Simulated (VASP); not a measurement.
V:

```
CELL_PARAMETERS angstrom
-1.51435 1.51435 1.51435
1.51435 -1.51435 1.51435
1.51435 1.51435 -1.51435
ATOMIC_POSITIONS crystal
V 0.00000 0.00000 0.00000
```

```yaml
Program: VASP 6.6.1
Task: relaxation of cell and atoms
Functional: PBE
Dispersion: D3(BJ)
Potentials_or_basis: VASP PAW PBE potentials, release 64 (V_sv)
Cutoff: 600 eV
k_mesh: 10 × 10 × 10
Occupations: fermi-dirac, width 0.05 eV
Spin: collinear spin, ferromagnetic start
Starting_moments: "[2.0] μB"
```

At the start: pressure -12.5 GPa; volume 13.89 Å³/atom.

Problem. How do energy, volume and symmetry change on relaxing?

Solution. Over 4 steps the energy falls by 39.4 meV/atom and the volume is 12.94 Å³/atom (-6.9 %); space group Im-3m (No. 229, to 0.05 Å); moment 0.00 μB per cell.

Step by step:
```
step  energy change (eV)  largest force (eV/Å)  pressure (GPa)  volume (Å³)
   1              0.0000                0.0000          -12.49        13.89
   2              0.0281                0.0000           20.65        11.83
   3             -0.0393                0.0000           -0.36        12.96
   4             -0.0394                0.0000            0.01        12.94
```

Final structure:
```xyz
1
Lattice="-1.4788 1.4788 1.4788 1.4788 -1.4788 1.4788 1.4788 1.4788 -1.4788" Properties=species:S:1:pos:R:3 pbc="T T T"
V     1.4788    1.4788    1.4788
```

Caveat: pairwise dispersion overbinds metals, which lowers pressure and volume.
